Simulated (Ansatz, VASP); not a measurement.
Two plane-wave programs on GaN

```
Ga N
1.0
     0.00000    2.37895    2.02210
     2.37895    0.00000    2.02210
     2.37895    2.37895    0.00000
Ga N
1 1
Direct
  0.00000 0.00000 0.00000
  0.75000 0.75000 0.75000
```

Alike in both runs: task single point; functional PBE; k mesh 12 × 12 × 12; occupations gaussian, width 0.05 eV; no spin polarisation.

|  | VASP | Ansatz |
| --- | --- | --- |
| version | VASP 6.6.1 | Ansatz 0.2.0 |
| potentials or method | VASP PAW PBE potentials, release 64 (Ga_d, N) | scalar-relativistic, plane waves, PAW |
| plane-wave cutoff (eV) | 520 | 420 |
| valence electrons in the cell | 18 | 18 |

VASP gave:

```
gap on the k mesh at the Fermi level (eV)       : 1.29
least direct gap on the mesh (eV)               : 1.29
pressure (GPa)                                  : 3.2
largest component of the traceless stress (GPa) : 9.04
```

Question: Which values does Ansatz return?

Answer: gap on the k mesh at the Fermi level (eV): 1.29; least direct gap on the mesh (eV): 1.29; pressure (GPa): 3.1; largest component of the traceless stress (GPa): 9.02.

Expect the measured gap to be larger: semilocal functionals such as PBE lack the derivative discontinuity.
